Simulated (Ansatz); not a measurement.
**Relativity in Al**

```
CELL_PARAMETERS angstrom
0.00000 2.02398 2.02398
2.02398 0.00000 2.02398
2.02398 2.02398 0.00000
ATOMIC_POSITIONS crystal
Al 0.00000 0.00000 0.00000
```

The cell is COD entry 4313206, as deposited and not checked against the literature; nothing was relaxed.

One fixed cell is solved with PBE by full-potential LAPW in Ansatz 0.2.0 under different relativistic treatments. Pressure is positive in compression.

The runs use a Γ-centred 14×14×14 k mesh, Fermi–Dirac smearing of 0.05 eV, basis error target 1 meV/atom, no spin polarisation.

```
            setting  P (GPa)  lowest level at Γ above −25 eV, from the valence-band top or, without a gap, the Fermi level (eV)
scalar-relativistic        ?                                                                                             -11.07
   non-relativistic        ?                                                                                             -11.05
```

(1) Fill in "P (GPa)" for the row "scalar-relativistic".

(2) Fill in "P (GPa)" for the row "non-relativistic".

## Answers

(1) -0.61.

(2) -0.66.
